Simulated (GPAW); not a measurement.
Runs of GPAW 26.7.0 on GaP. It takes space group F-43m (No. 216, cubic). Conventional cell: a = 5.451 Å, b = 5.451 Å, c = 5.451 Å, α = 90.00°, β = 90.00°, γ = 90.00°. Ga (site symmetry -43m) has 4 P at 2.36 Å as nearest neighbours. Around P (site symmetry -43m) lie 4 Ga at 2.36 Å. 

```csv
level,potentials or basis,eigensolver,gap on the mesh (eV),pressure (GPa),relaxed volume (Å³/atom)
RPBE,"the program's PAW data sets (release 1.2.1) made for this functional, pw",-,(b),0.0,21.84
revPBE,"the program's PAW data sets (release 1.2.1) made for this functional, pw",-,1.41,0.0,21.69
BLYP,"PAW data sets generated in the run's folder for this functional, pw",davidson,0.98,0.1,22.25
LDA,"the program's PAW data sets (release 1.2.1) made for this functional, pw",-,1.50,0.0,20.07
PBEsol,"PAW data sets generated in the run's folder for this functional, pw",-,(a),0.0,20.58
```

Alike in all rows: task relaxation of cell and atoms; no spin polarisation; cell relaxed; k mesh 8 × 8 × 8; cutoff (eV) 600; smearing fermi-dirac 0.05 eV.

Question: Fill in the values left out.

Answer: (a) 1.56; (b) 1.39.

Caveats: the data sets keep Ga 3d, Li 1s and Be 1s frozen, and some such compounds lay over 1.5 % in volume off other programs; later steps reuse the first step's grids.

A k mesh can miss the band edges, and the runs leave out spin-orbit coupling on Ga.

Runs at the PBE level aren't shown here.
